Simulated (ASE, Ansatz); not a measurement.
## Void in SrCl2 (90 atoms): from recipe to cell

The cell is an input for a DFT calculation. Recipe: fluorite-type SrCl2 (a = 6.977 Å), 2 x 2 x 2 conventional cells, the 2 Sr, 4 Cl nearest the centre removed; not relaxed, displaced by a Gaussian of 0.02 Å.

The cell that is wanted:

The cell holds 90 atoms: 30 Sr and 60 Cl. Cell: a = 13.953 Å, b = 13.953 Å, c = 13.953 Å, α = 90.0°, β = 90.0°, γ = 90.0°. It derives from SrCl2 (fluorite-type), repeated 2×2×2. Nearest the centre at fractional (0.528, 0.505, 0.531): Cl52 at 3.11 Å, Cl23 at 3.13 Å, Cl32 at 3.47 Å, Cl3 at 3.57 Å, Sr83 at 4.63 Å, Sr88 at 4.66 Å, Sr63 at 4.70 Å, Sr68 at 4.77 Å.

```cif
data_structure
_symmetry_space_group_name_H-M 'P 1'
_symmetry_Int_Tables_number 1
_cell_length_a 13.9534
_cell_length_b 13.9534
_cell_length_c 13.9534
_cell_angle_alpha 90.000
_cell_angle_beta 90.000
_cell_angle_gamma 90.000
_cell_volume 2716.69
loop_
_atom_site_label
_atom_site_type_symbol
_atom_site_fract_x
_atom_site_fract_y
_atom_site_fract_z
_atom_site_occupancy
Sr1 Sr 0.00137 0.99534 0.99830 1
Cl2 Cl 0.12465 0.12642 0.12249 1
Cl3 Cl 0.37495 0.37259 0.37427 1
Sr4 Sr 0.99994 0.25148 0.25045 1
Cl5 Cl 0.12300 0.37742 0.37611 1
Cl6 Cl 0.37740 0.12435 0.12326 1
Sr7 Sr 0.24826 0.99838 0.25195 1
Cl8 Cl 0.37483 0.12528 0.37658 1
Cl9 Cl 0.12157 0.37435 0.12774 1
Sr10 Sr 0.25136 0.25064 0.00246 1
Cl11 Cl 0.37436 0.37694 0.12767 1
Cl12 Cl 0.12381 0.12423 0.37581 1
Sr13 Sr 0.00156 0.00054 0.50197 1
Cl14 Cl 0.12805 0.12267 0.62548 1
Cl15 Cl 0.37626 0.37388 0.87316 1
Sr16 Sr 0.00163 0.25025 0.74800 1
Cl17 Cl 0.12483 0.37366 0.87480 1
Cl18 Cl 0.37459 0.12569 0.62568 1
Sr19 Sr 0.25175 0.99954 0.75206 1
Cl20 Cl 0.37506 0.12412 0.87661 1
Cl21 Cl 0.12414 0.37309 0.62518 1
Sr22 Sr 0.25125 0.25070 0.50067 1
Cl23 Cl 0.37382 0.37379 0.62598 1
Cl24 Cl 0.12810 0.12486 0.87559 1
Sr25 Sr 0.00095 0.50143 0.00042 1
Cl26 Cl 0.12475 0.62261 0.12372 1
Cl27 Cl 0.37585 0.87459 0.37557 1
Sr28 Sr 0.00001 0.75043 0.24912 1
Cl29 Cl 0.12445 0.87418 0.37468 1
Cl30 Cl 0.37558 0.62399 0.12530 1
Sr31 Sr 0.24722 0.49963 0.25031 1
Cl32 Cl 0.37415 0.62480 0.37597 1
Cl33 Cl 0.12384 0.87555 0.12678 1
Sr34 Sr 0.25330 0.75015 0.00077 1
Cl35 Cl 0.37617 0.87502 0.12532 1
Cl36 Cl 0.12449 0.62473 0.37342 1
Sr37 Sr 0.00005 0.50115 0.50043 1
Cl38 Cl 0.12511 0.62542 0.62413 1
Cl39 Cl 0.37592 0.87512 0.87358 1
Sr40 Sr 0.00111 0.75098 0.74951 1
Cl41 Cl 0.12603 0.87387 0.87170 1
Sr42 Sr 0.25192 0.49932 0.74837 1
Cl43 Cl 0.37570 0.62552 0.87278 1
Cl44 Cl 0.12586 0.87444 0.62382 1
Sr45 Sr 0.25126 0.74831 0.50135 1
Cl46 Cl 0.37417 0.87610 0.62666 1
Cl47 Cl 0.12494 0.62246 0.87473 1
Sr48 Sr 0.50134 0.99831 0.99984 1
Cl49 Cl 0.62467 0.12178 0.12486 1
Cl50 Cl 0.87452 0.37212 0.37650 1
Sr51 Sr 0.49985 0.25077 0.25110 1
Cl52 Cl 0.62374 0.37460 0.37719 1
Cl53 Cl 0.87427 0.12603 0.12655 1
Sr54 Sr 0.74772 0.99852 0.24843 1
Cl55 Cl 0.87451 0.12525 0.37441 1
Cl56 Cl 0.62213 0.37384 0.12478 1
Sr57 Sr 0.74752 0.25247 0.99746 1
Cl58 Cl 0.87487 0.37560 0.12637 1
Cl59 Cl 0.62552 0.12646 0.37255 1
Sr60 Sr 0.50176 0.99933 0.49781 1
Cl61 Cl 0.62440 0.12468 0.62701 1
Cl62 Cl 0.87497 0.37409 0.87222 1
Sr63 Sr 0.50028 0.25218 0.75115 1
Cl64 Cl 0.62612 0.37788 0.87463 1
Cl65 Cl 0.87509 0.12287 0.62590 1
Sr66 Sr 0.74809 0.99716 0.74976 1
Cl67 Cl 0.87586 0.12278 0.87522 1
Sr68 Sr 0.75214 0.24920 0.50060 1
Cl69 Cl 0.87255 0.37258 0.62790 1
Cl70 Cl 0.62611 0.12741 0.87568 1
Sr71 Sr 0.49859 0.49825 0.00153 1
Cl72 Cl 0.62693 0.62552 0.12477 1
Cl73 Cl 0.87304 0.87492 0.37474 1
Sr74 Sr 0.50073 0.74868 0.25000 1
Cl75 Cl 0.62424 0.87759 0.37593 1
Cl76 Cl 0.87120 0.62127 0.12652 1
Sr77 Sr 0.74935 0.50211 0.24710 1
Cl78 Cl 0.87465 0.62474 0.37717 1
Cl79 Cl 0.62523 0.87550 0.12593 1
Sr80 Sr 0.74999 0.74905 0.99832 1
Cl81 Cl 0.87510 0.87451 0.12412 1
Cl82 Cl 0.87358 0.87352 0.87168 1
Sr83 Sr 0.50104 0.74997 0.75301 1
Cl84 Cl 0.62513 0.87399 0.87443 1
Cl85 Cl 0.87414 0.62318 0.62514 1
Cl86 Cl 0.87618 0.62569 0.87487 1
Cl87 Cl 0.62605 0.87504 0.62574 1
Sr88 Sr 0.75340 0.75016 0.50014 1
Cl89 Cl 0.87360 0.87224 0.62558 1
Cl90 Cl 0.62695 0.62690 0.87716 1
```

Q: Which script makes it?

build.py (ASE 3.29.0):

```python
import numpy as np
from ase.build import bulk
from ase.geometry import find_mic

u = bulk('SrCl2', 'fluorite', a=6.9767, cubic=True)
atoms = u.repeat([2, 2, 2])
d = np.linalg.norm(find_mic(atoms.positions - np.array([0.52819, 0.50532, 0.53076]) @ atoms.cell[:], atoms.cell)[0], axis=1)
gone = sorted([a.index for a in atoms if a.symbol == 'Sr'], key=lambda k: (round(d[k], 3), k))[:2]
gone += sorted([a.index for a in atoms if a.symbol == 'Cl'], key=lambda k: (round(d[k], 3), k))[:4]
del atoms[gone]
atoms.rattle(0.02, seed=30180)
atoms.wrap()
atoms.write('structure.xyz')
print(atoms.get_chemical_formula(), len(atoms), 'atoms; cell', atoms.cell.cellpar().round(3))
```

```console
$ python build.py
Cl60Sr30 90 atoms; cell [13.953 13.953 13.953 90.    90.    90.   ]
```

Bonds by pair of elements; cutoffs follow the first minimum of g(r), held within bounds set by covalent radii, and pairs that aren't listed don't count as bonded:

```csv
pair A-B,cutoff (Å),bonds,mean length (Å),spread (Å),shortest (Å),B about A,A about B
Cl-Sr,3.48,230,3.02,0.031,2.91,3.83,7.67
```

How many atoms have how many bonded neighbours:

```csv
element,mean,3,4,6,7,8
Cl,3.83,10,50,0,0,0
Sr,7.67,0,0,2,6,22
```

[Logs are printed without paths, hosts, clocks, repeated set-up lines and the standing remarks that a program may print on its own settings, such as how far it seeks lower states.]

[Hosts, paths, dates, database ids (printed as entryN), source tags and the programs' standing remarks are cut or masked in the printed files.]
